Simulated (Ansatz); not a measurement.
# CsI: the dielectric function from several functionals

How does CsI absorb light if electrons and holes don't interact? Plan: HSE06 for the gap; optics with PBE on 4×4×4; optics with r2SCAN on 4×4×4; optics with PBE and scissors to the HSE06 gap on 4×4×4; optics with PBE with spin-orbit coupling on 4×4×4.

Method: plane waves, PAW; no local fields, no excitons, in Ansatz 0.2.0.

### 1 The starting structure

It takes space group Pm-3m (No. 221, cubic). The conventional cell has a = 4.608 Å, b = 4.608 Å, c = 4.608 Å, α = 90.00°, β = 90.00°, γ = 90.00°. Cs (site symmetry m-3m) has 8 I at 3.99 Å in its first shell of neighbours. I (site symmetry m-3m) is surrounded by 8 Cs at 3.99 Å.

Structure file:

```
Cs I
1.0
     4.60808    0.00000    0.00000
     0.00000    4.60808    0.00000
     0.00000    0.00000    4.60808
Cs I
1 1
Direct
  0.00000 0.00000 0.00000
  0.50000 0.50000 0.50000
```

Cell and atoms come from an earlier r2SCAN relaxation. Spin-orbit coupling, which matters for Cs, I, is in the runs so named alone.

### 2 A hybrid for the gap

input.yaml

```yaml
crystal:
  lattice:
    - [4.6080833777, 0.0, 0.0]
    - [0.0, 4.6080833777, 0.0]
    - [0.0, 0.0, 4.6080833777]
  atoms:
    - { symbol: Cs, position: [0.0, 0.0, 0.0] }
    - { symbol: I, position: [0.5, 0.5, 0.5] }
kpoints:
  mp_grid: { grid: [4, 4, 4] }
  band_path:
    path:
      - [0.0, 0.0, 0.0]
      - [0.0, 0.5, 0.0]
      - [0.5, 0.5, 0.0]
      - [0.5, 0.5, 0.5]
      - [0.0, 0.5, 0.5]
    npoints: 1
hamiltonian:
  xc: hse06
scf:
  occupations: { method: fixed }
  n_extra_bands: 4
output:
  forces: true
  stress: true
  eigenvalues: true
```

Launch:

```bash
> ansatz run input.yaml --threads 4 --pin off --max-ram 3686MiB --backend cpu --events-out ev --progress --plain --runs-dir out
```

After this run come: Optics, PBE; Optics, r2SCAN; Optics, PBE with a scissors shift; Optics, PBE with spin-orbit coupling.

**Question.** What will the summary of the whole plan be? Wanted: ε∞, PBE; ε∞, r2SCAN; ε∞, PBE with spin-orbit coupling; tallest peak of ε₂, PBE; tallest peak of ε₂, r2SCAN; tallest peak of ε₂, PBE with spin-orbit coupling; HSE06 direct gap.

The runs gave:

```
                                        quantity                                 value
                                         ε∞, PBE                                  3.66
                                      ε∞, r2SCAN                                  3.36
                      ε∞, PBE + 1.00 eV scissors                                  3.35
                ε∞, PBE with spin-orbit coupling                                  3.55
                         tallest peak of ε₂, PBE                        7.6 at 5.55 eV
                      tallest peak of ε₂, r2SCAN                        6.6 at 6.10 eV
      tallest peak of ε₂, PBE + 1.00 eV scissors                        7.6 at 6.55 eV
tallest peak of ε₂, PBE with spin-orbit coupling  6.3 at 5.50 eV (complete to 10.9 eV)
                                HSE06 direct gap                               4.89 eV
```

**Reading.** PBE + 1.00 eV scissors has the widest direct gap (4.89 eV) and PBE with spin-orbit coupling the narrowest (3.56 eV); ε∞ is 3.35 and 3.55; the spin-orbit run sums fewer bands, so its ε∞ isn't like for like. Spin-orbit coupling moves the direct gap by -0.33 eV; ε∞ doesn't compare between these two runs, as the bands summed differ. Local fields and excitons are left out: both change ε∞, and without excitons the onset lacks its lines.
